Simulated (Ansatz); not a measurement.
Sn:

```
Sn
1.0
    -2.94014    2.94014    1.59930
     2.94014   -2.94014    1.59930
     2.94014    2.94014   -1.59930
Sn
2
Direct
  0.00000 0.00000 0.00000
  0.75000 0.25000 0.50000
```

Base run:

```yaml
Program: Ansatz 0.2.0
Functional: revPBE
Potentials_or_basis: Ansatz PAW
Cutoff: "420 eV (not typed: the program's choice for these potentials)"
k_mesh: 9 × 9 × 9
Occupations: fermi-dirac, width 0.05 eV
Spin: no spin polarisation
```

Its results: band gap on the k mesh none (metal or under the smearing width); pressure 2.5 GPa.

**Question.** The run is repeated on the same cell with these changes: functional from revPBE to RPBE. What comes out?

**Answer.** Band gap on the k mesh none (metal or under the smearing width); pressure 2.9 GPa.

Caveats: spin-orbit coupling is left out, which moves the levels of the heavy elements; the PAW data sets come from PBE, with cores solved anew for the run's functional, which leaves a small shift of forces and pressure.
